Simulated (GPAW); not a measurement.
# Cu (P-1) in GPAW: reference runs

How does Cu come out in PBE? The cell is run as given.

All numbers are computed with GPAW 26.7.0; they aren't measurements. Logs are shortened: lines on timing, memory, paths and dates and some standing lists are left out, and cuts for length are marked. The log counts tension as positive stress, the text compression.

### Step 1. The cell of the first run

The typed cell holds 1 atom: a = 2.479 Å, b = 2.477 Å, c = 2.450 Å, α = 108.63°, β = 107.81°, γ = 112.70°.

This isn't the form of Cu at room conditions, which is fcc.

### Step 2. Single point, PBE (cell sheared at random, sigma 0.01, atoms nudged by 0.01 Å)

run.py reads:

```python
from ase import Atoms
from ase.dft.bandgap import bandgap
from ase.io import write
from ase.units import Bohr, GPa
from gpaw import GPAW, PW
from gpaw.elf import elf_from_dft_calculation

atoms = Atoms(['Cu'],
              cell=[[-1.45398576, 1.46431069, 1.37398204],
                    [1.4487133, -1.4679854, 1.37230683],
                    [1.42515422, 1.43915386, -1.3778349]],
              scaled_positions=[[0.0, 0.0, 0.0]],
              pbc=True)

calc = GPAW(mode=PW(600),
            xc='PBE',
            kpts={'size': (13, 13, 13), 'gamma': True},
            occupations={'name': 'fermi-dirac', 'width': 0.05},
            nbands=14,
            convergence={'density': 1e-05, 'energy': 1e-05},
            maxiter=150,
            txt='gpaw.txt')
atoms.calc = calc
energy = atoms.get_potential_energy()
forces = atoms.get_forces()
stress = atoms.get_stress()
calc.write('gs.gpw')
write('result.traj', atoms)
print(f'Energy: {energy:.6f} eV')
print('Forces (eV/A):')
print(forces.round(4))
print('Stress (GPa):', (stress / GPa).round(3))
print('Fermi level:', round(calc.get_fermi_level(), 4), 'eV')
print(f'Gap: {bandgap(calc)[0]:.4f} eV, direct: {bandgap(calc, direct=True)[0]:.4f} eV')

# fields on the real-space grid
write('density.cube', atoms, data=calc.get_pseudo_density() * Bohr**3)
write('potential.cube', atoms, data=calc.get_electrostatic_potential())
write('elf.cube', atoms, data=elf_from_dft_calculation(calc).data)
```

Potentials or basis: GPAW PAW data sets (gpaw-data 1.2.1), pw.

The run is started by

```console
> OMP_NUM_THREADS=1 python run.py
```

gpaw.txt:

```text
__  _  _
 | _ |_)|_||  |
 |__||  | ||/\| - 26.7.0

Input parameters:
  mode=PW(ecut=600.0),
  convergence={'density': 1e-05, 'energy': 1e-05},
  kpts=MonkhorstPack(size=(13, 13, 13), gamma=True),
  maxiter=150,
  nbands=14,
  occupations=Occupations(name='fermi-dirac', width=0.05),
  xc=XC(name='PBE')

Diagonalizing LCAO Hamiltonian
Converting LCAO to pw mode

       Cu

Atoms  # Å, Bohr magnetons
|   | symbol |        x |        y |        z |    initial magnetic moments |
|---|--------|----------|----------|----------|-----------------------------|
| 0 |     Cu | 0.000000 | 0.000000 | 0.000000 | ( 0.0000,  0.0000,  0.0000) |

Unit cell  # Å
| periodic |         x |         y |         z |  lengths |     angles |
|----------|-----------|-----------|-----------|----------|------------|
|      yes | -1.453986 |  1.464311 |  1.373982 | 2.479134 | 108.632335 |
|      yes |  1.448713 | -1.467985 |  1.372307 | 2.477292 | 107.814216 |
|      yes |  1.425154 |  1.439154 | -1.377835 | 2.449624 | 112.704173 |

Number of symmetries: 2
Symmetry operations  # r_c * U_cc + t_c -> r_c
|   | kind |            matrix            |
|---|------|------------------------------|
| 0 |  E   |  1, 0, 0,  0, 1, 0,  0, 0, 1 |
| 1 |  i   | -1, 0, 0,  0,-1, 0,  0, 0,-1 |

BZ-sampling:
  Number of BZ points: 2197
  Number of IBZ points: 1099

  Monkhorst-Pack size: [13, 13, 13]
  Monkhorst-Pack shift: [0, 0, 0]

K-points  # in reciprocal-cell coordinates
|      |                                coordinates |     weight |
|------|--------------------------------------------|------------|
|    0 | (  0.00000000,   0.00000000,   0.00000000) | 0.00045517 |
|    1 | (  0.00000000,   0.00000000,   0.07692308) | 0.00091033 |
|    2 | (  0.00000000,   0.00000000,   0.15384615) | 0.00091033 |
|    3 | (  0.00000000,   0.00000000,   0.23076923) | 0.00091033 |
|    4 | (  0.00000000,   0.00000000,   0.30769231) | 0.00091033 |
|    5 | (  0.00000000,   0.00000000,   0.38461538) | 0.00091033 |
|    6 | (  0.00000000,   0.00000000,   0.46153846) | 0.00091033 |
|    7 | (  0.00000000,   0.07692308,  -0.46153846) | 0.00091033 |
|    8 | (  0.00000000,   0.07692308,  -0.38461538) | 0.00091033 |
|    9 | (  0.00000000,   0.07692308,  -0.30769231) | 0.00091033 |
|  ... |                                            |            |
| 1098 | (  0.46153846,   0.46153846,   0.46153846) | 0.00091033 |

Plane wave coefficients: 398
Cutoff: 600.0 eV

Spin-components: 1 (collinear spins)
Bands:           14
Projectors:      6
Spin-degeneracy: 2
Datatype:        complex128

Parallelization:
  kpt:    1
  domain: 1
  band:   1

Density:
  Valence electrons: 11.0
  Components: 1
  Grid points: [15 14 14]
  Charge: 0.0  # |e|

Potential:
  Grid points: [15 14 14]

species:
  Cu:
    name:    Copper
    Z:       29.0
    valence: 11
    core:    18
    charge:  0.0  # [|e|]
    compensation charges:
      type: gauss
      rc: 0.33  # [Å]
      lmax: 2
    cutoffs:
      filter: 2.06  # [Å]
      core: 2.43  # [Å]
    projectors
    | kind |    occ | energy [eV] | rcut [Å] |
    |------|--------|-------------|----------|
    |   4s |  1.000 |      -4.609 |    1.164 |
    |   4p |  0.000 |      -0.698 |    1.164 |
    |   3d | 10.000 |      -5.039 |    1.058 |
    |    s |        |      22.603 |    1.164 |
    |    p |        |      26.513 |    1.164 |
    |    d |        |      22.172 |    1.058 |

    Using partial waves for Cu as LCAO basis

Reference energy: -45021.451841  # eV

eigensolver:
  PPCG
  Converge bands: occupied
  niter=2

density mixing:
  MSR1-Mixer
  Pratt-step length: 0.05
  Maximum mixing coefficient: 0.75
  Old densities: 10
  SVD Regularization: 0.005
  Good broyden scale: 1.0
  Trust region scale: 1.0
  Backstep threshold: 4.0
  History deletion threshold: 6.0
  Fourier metric: weight=20.0, sigma=0.015

occupation numbers:
  Fermi-Dirac:
    width: 0.0500  # eV

poisson solver:
  ecut: 4800.0  # eV

xc functional:
  name: PBE with 2 nearest neighbor stencil

convergence criteria:
- Maximum integral of absolute [dens]ity change: 1e-05 electrons / valence electron
- Maximum [total energy] change in last 3 cyles: 1e-05 eV / valence electron
- Maximum integral of absolute [eigenst]ate change: 4e-08 eV^2 / valence electron
maximum number of iterations: 150

SCF iterations
|iter     | |      energy | eigst |  dens |
|---------|-|-------------|-------|-------|
|iter:   1| |   -4.578982 | -0.44 |       |
|iter:   2| |   -4.218630 | -3.02 | -0.90 |
|iter:   3| |   -3.641534 | -1.93 | -1.00 |
|iter:   4| |   -3.631271 | -4.01 | -1.82 |
|iter:   5| |   -3.623975 | -3.49 | -1.96 |
|iter:   6| |   -3.623985 | -6.49 | -3.51 |
|iter:   7| |   -3.623982c| -6.06 | -3.52 |
|iter:   8| |   -3.623982c| -7.62c| -4.70 |
|iter:   9| |   -3.623982c| -8.51c| -5.35c|

Converged in 9 steps
Energy contributions relative to reference atoms: (reference = -45021.451841)

Energy contributions:
  Kinetic:         -10.470065
  Coulomb:           8.162301
  Zero:              0.053670
  External:          0.000000
  Xc:               -1.368676
  Entropy:          -0.002426
  Spinorbit:         0.000000
  ----------------------------
  Free energy:      -3.625195
  Extrapolated:     -3.623982

dipole moment: (-3.096162, -3.130173, -2.984019)  # |e|*Ang

Fermi level: 8.405
Eigenvalues  # (at kpt = [0.000, 0.000, 0.000])
| band index |      eig [eV] | occ [0-2] |
|------------|---------------|-----------|
|          0 |        -1.158 |     2.000 |
|          1 |         5.130 |     2.000 |
|          2 |         5.274 |     2.000 |
|          3 |         5.410 |     2.000 |
|          4 |         6.194 |     2.000 |
|          5 |         6.415 |     2.000 |
|          6 |        33.197 |     0.000 |
|          7 |        34.127 |     0.000 |
|          8 |        35.067 |     0.000 |
|          9 |        36.896 |     0.000 |
|         10 |        37.242 |     0.000 |
|         11 |        37.760 |     0.000 |
|         12 |        38.010 |     0.000 |
|         13 |        38.398 |     0.000 |

No gap
No difference between direct/indirect transitions

Forces  # eV/Ang
|       x |       y |       z |
|---------|---------|---------|
| 0.00000 | 0.00000 | 0.00000 |  # Cu   0

Stress tensor  # eV/Ang^3
|         x |         y |         z |
|-----------|-----------|-----------|
| -0.053530 | -0.016241 | -0.002860 |
| -0.016241 | -0.058519 | -0.002200 |
| -0.002860 | -0.002200 | -0.056971 |

# Writing to gs.gpw (mode='')
```

Wall time 2 min (1 thread of Intel Xeon Platinum 8488C (Sapphire Rapids), shared host); peak memory 0.29 GiB.

What came out:

* Free energy: -3.6252 eV
* Pressure: 9.0 GPa
* Band gap on the k mesh: none (metal or under the smearing width)

Levels at points of the mesh, in eV from the Fermi level:
```
           k point  band 2  band 3  band 4  band 5  band 6  band 7  band 8  band 9  band 10
(0.00, 0.00, 0.00)   -3.27   -3.13   -3.00   -2.21   -1.99   24.79   25.72   26.66    28.49
```

Caveat: with this Cu data set, volumes or pressures lay over 1.5 % or 2 GPa off other programs in two to four cells of ten.
